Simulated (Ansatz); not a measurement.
We consider chalcopyrite CuInS2, described by PBE-D4 (PAW; Ansatz, a quantum-chemistry and plane-wave program).

Run with plane-wave cutoff 520 eV, 10×10×10 k mesh, Fermi–Dirac smearing 0.01 eV, no spin polarisation, scalar-relativistic PAW data made under PBE.

Shape and atoms are relaxed at each volume.

Pressure at four volumes; x = ln(V/20.999 Å³). One pressure is withheld.

| V (Å³/atom) | x | P (GPa) |
|---|---|---|
| 20.159 | -0.0408 | ? |
| 20.579 | -0.0202 | 1.55 |
| 20.999 | 0.0000 | 0.00 |
| 21.839 | 0.0392 | -2.61 |

Task: Pass a parabola P(x) through the three rows shown, estimate the bulk modulus and its pressure derivative near zero pressure, and predict the withheld pressure.

Result: Slopes between the rows: (0.00 − (1.55))/(0.0000 − (-0.0202)) = -76.73 and (-2.61 − (0.00))/(0.0392 − (0.0000)) = -66.58 GPa. Their difference over the span 0.0594 is c = 10.15/0.0594 = 170.9 GPa, so P(x) = 1.55 + (-76.73)(x − (-0.0202)) + 170.9 (x − (-0.0202))(x − (0.0000)). At the middle row B = −dP/dx = −[-76.73 + 170.9 × 0.0202] = 73.3 GPa, and B′ = dB/dP = 2c/B = 4.7. At x = -0.0408 the parabola gives 3.27 GPa; the run gives 3.30 GPa. The Birch–Murnaghan fit to the energies at all volumes has B0 = 73.1 GPa and B′ = 5.0.

Note: the bulk modulus comes from volumes at which shape and atoms were relaxed.

Spin–orbit coupling is not included.
